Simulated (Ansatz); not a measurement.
BeTe:

```
CELL_PARAMETERS angstrom
0.00000 2.77000 2.77000
2.77000 0.00000 2.77000
2.77000 2.77000 0.00000
ATOMIC_POSITIONS crystal
Te 0.75000 0.75000 0.75000
Be 0.00000 0.00000 0.00000
```

Base run:

| Property | Result |
| --- | --- |
| Program | Ansatz 0.2.0 |
| Functional | PBE |
| Potentials or basis | Ansatz PAW |
| Cutoff | 420 eV (not typed: the program's choice for these potentials) |
| k mesh | 15 × 15 × 15 |
| Occupations | fermi-dirac, width 0.05 eV |
| Spin | no spin polarisation |

Its results: band gap on the k mesh 1.88 eV, indirect (least direct gap 3.59 eV); pressure 4.3 GPa.

Problem. The run is repeated on the same cell with these changes: functional from PBE to SVWN5; k mesh from 15 × 15 × 15 to 8 × 8 × 8. What comes out?

Solution. Band gap on the k mesh 1.77 eV, indirect (least direct gap 3.58 eV); pressure 0.5 GPa.

Several settings changed at once, so the effect can't be laid on one alone.

Caveats: spin-orbit coupling is left out, which moves the levels of the heavy elements; odd divisions of the mesh miss points on the zone boundary, where band edges often lie, so the gap on the mesh can be too wide (some runs); the PAW data sets come from PBE, with cores solved anew for the run's functional, which leaves a small shift of forces and pressure (some runs).
